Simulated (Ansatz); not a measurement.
The system is Si2W.

```
CELL_PARAMETERS angstrom
4.61685 0.00000 0.00000
-2.30843 3.99831 0.00000
0.00000 0.00000 6.65322
ATOMIC_POSITIONS crystal
W 0.50000 0.00000 0.50000
W 0.50000 0.50000 0.83333
W 0.00000 0.50000 0.16667
Si 0.32725 0.16363 0.16667
Si 0.83637 0.16363 0.83333
Si 0.16363 0.32725 0.50000
Si 0.67275 0.83637 0.16667
Si 0.16363 0.83637 0.83333
Si 0.83637 0.67275 0.50000
```

Measurements of this composition are mostly on another form, of space group No. 139.

```yaml
Program: Ansatz 0.2.0
Task: relaxation of cell and atoms
Functional: PBEsol
Dispersion: D4
Potentials_or_basis: Ansatz PAW
Cutoff: "420 eV (not typed: the program's choice for these potentials)"
k_mesh: 7 × 7 × 4
Occupations: fermi-dirac, width 0.05 eV
Spin: no spin polarisation
```

At the start: volume 13.65 Å³/atom.

How do energy, volume and symmetry change on relaxing?

It ends after 5 steps and the volume is 13.10 Å³/atom (-4.0 %); space group P6_222 (No. 180, to 0.05 Å).

Step by step:
| step | energy change (eV) | largest force (eV/Å) | volume (Å³) |
| --- | --- | --- | --- |
| 1 | 0.0000 | 0.0350 | 122.82 |
| 2 | -0.1093 | 0.1259 | 115.65 |
| 3 | -0.1454 | 0.0127 | 118.09 |
| 4 | -0.1457 | 0.0034 | 117.92 |
| 5 | -0.1444 | 0.0033 | 117.92 |

Final structure:
```cif
data_structure
_symmetry_space_group_name_H-M 'P 1'
_symmetry_Int_Tables_number 1
_cell_length_a 4.5516
_cell_length_b 4.5516
_cell_length_c 6.5723
_cell_angle_alpha 90.000
_cell_angle_beta 90.000
_cell_angle_gamma 120.000
_cell_volume 117.92
loop_
_atom_site_label
_atom_site_type_symbol
_atom_site_fract_x
_atom_site_fract_y
_atom_site_fract_z
_atom_site_occupancy
W1 W 0.50000 0.00000 0.50000 1
W2 W 0.50000 0.50000 0.83333 1
W3 W 0.00000 0.50000 0.16667 1
Si1 Si 0.32741 0.16370 0.16667 1
Si2 Si 0.83630 0.16370 0.83333 1
Si3 Si 0.16370 0.32741 0.50000 1
Si4 Si 0.67259 0.83630 0.16667 1
Si5 Si 0.16370 0.83630 0.83333 1
Si6 Si 0.83630 0.67259 0.50000 1
```

Caveat: the plane-wave basis is chosen anew once the cell has moved, so the energies of steps on either side of that aren't comparable; the PAW data sets come from PBE, with cores solved anew for the run's functional, which leaves a small shift of forces and pressure.
